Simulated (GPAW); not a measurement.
**Al2Pt: band structure with LDA**

Al2Pt:

```
CELL_PARAMETERS angstrom
0.00000 2.95500 2.95500
2.95500 0.00000 2.95500
2.95500 2.95500 0.00000
ATOMIC_POSITIONS crystal
Pt 0.00000 0.00000 0.00000
Al 0.75000 0.75000 0.75000
Al 0.25000 0.25000 0.25000
```

```
Program             : GPAW 26.7.0
Task                : band structure
Functional          : LDA
Potentials or basis : the program's PAW data sets (release 1.2.1) made for this functional
Cutoff              : 600 eV
Basis               : pw
k mesh              : 8 × 8 × 8
Occupations         : fermi-dirac, width 0.05 eV
Spin                : no spin polarisation
Maxiter             : 150
Band path           : GXWKGLUWLK,UX
Band points         : 100
```

The pressure is -3.6 GPa and the band gap along the path is none (metal or under the smearing width).

Levels at the corners of the path, in eV from the Fermi level:
```tsv
point	band 8	band 9	band 10	band 11	band 12	band 13	band 14	band 15
Γ	-3.68	-3.68	2.85	3.86	3.86	3.86	5.42	5.42
X	-3.76	-3.38	-3.19	-1.55	-1.55	3.11	3.39	8.17
W	-3.76	-3.24	-2.75	-2.75	-0.87	5.20	5.20	6.20
K	-3.94	-3.62	-3.03	-1.98	-0.57	3.28	5.43	6.80
Γ	-3.68	-3.68	2.85	3.86	3.86	3.86	5.42	5.42
L	-3.68	-3.46	-3.46	1.06	1.06	3.74	5.16	5.16
U	-3.94	-3.62	-3.03	-1.98	-0.57	3.28	5.43	6.80
W	-3.76	-3.24	-2.75	-2.75	-0.87	5.20	5.20	6.20
L	-3.68	-3.46	-3.46	1.06	1.06	3.74	5.16	5.16
K	-3.94	-3.62	-3.03	-1.98	-0.57	3.28	5.43	6.80
U	-3.94	-3.62	-3.03	-1.98	-0.57	3.28	5.43	6.80
X	-3.76	-3.38	-3.19	-1.55	-1.55	3.11	3.39	8.17
```

Wall time 38 s on 1 thread of Intel(R) Xeon(R) 6975P-C (Granite Rapids), on a shared host, peak memory 0.33 GiB.

Caveat: spin-orbit coupling is left out, which moves the levels of the heavy elements.
